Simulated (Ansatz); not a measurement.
Te: frozen-core PAW against all-electron methods

```yaml
crystal:
  lattice:
    - [4.45800, 0.00000, 0.00000]
    - [-2.22900, 3.86074, 0.00000]
    - [0.00000, 0.00000, 6.04350]
  atoms:
    - { symbol: Te, position: [0.74500, 0.00000, 0.33333] }
    - { symbol: Te, position: [0.00000, 0.74500, 0.66667] }
    - { symbol: Te, position: [0.25500, 0.25500, 0.00000] }
```

Atom numbers follow the list: Te1, Te2, Te3.

The geometry is COD entry 1531230, unchecked; take it as a test cell. The listed cell was then made from it by scaling, straining or moving an atom.

Spin–orbit coupling is left out, though it moves levels of the heavy atoms by tenths of an eV or more.

Levels of theory: DFT, LDA, PAW with Ansatz's default frozen-core files, scalar-relativistic (Ansatz 0.2.0); DFT, LDA, all-electron PAW with datasets made for the crystal, scalar-relativistic (Ansatz 0.2.0); DFT, LDA, all-electron LAPW, scalar-relativistic (Ansatz 0.2.0).

For PAW: a Γ-centred 9×9×6 k mesh, Fermi–Dirac smearing of 0.08 eV, cutoff 420 eV, no spin polarisation; the PAW files were made with PBE, and the program remakes their frozen cores for this functional. The crystal-made all-electron datasets (AE datasets) take a cutoff of 140 eV at this cell. LAPW targets a basis error of 0.5 meV/atom. The Ansatz runs share mesh, smearing and spin set-up. Plane-wave (PAW) pressures include the program's estimate of the Pulay term.

Stress and pressure are positive in compression.

Spin–orbit coupling is left out, which moves gradients at and beside heavy atoms by some per cent and at worst by a factor of two.

In a metal, gradients converge slowly with the k mesh: the values move by tens of per cent from one mesh to another, at times in sign, so only the comparison on one mesh counts.

| quantity | PAW | AE datasets | LAPW |
| --- | --- | --- | --- |
| pressure (GPa) | -1.61 | -1.59 | -1.59 |
| stress xx (GPa) | -1.41 | -1.40 | -1.39 |
| stress zz (GPa) | -1.99 | -1.97 | -1.97 |
| force on Te1, x (eV/Å) | -0.318 | -0.318 | -0.317 |
| field gradient Vzz at Te1 (10²¹ V/m²) | -58.15 | -58.32 | – |
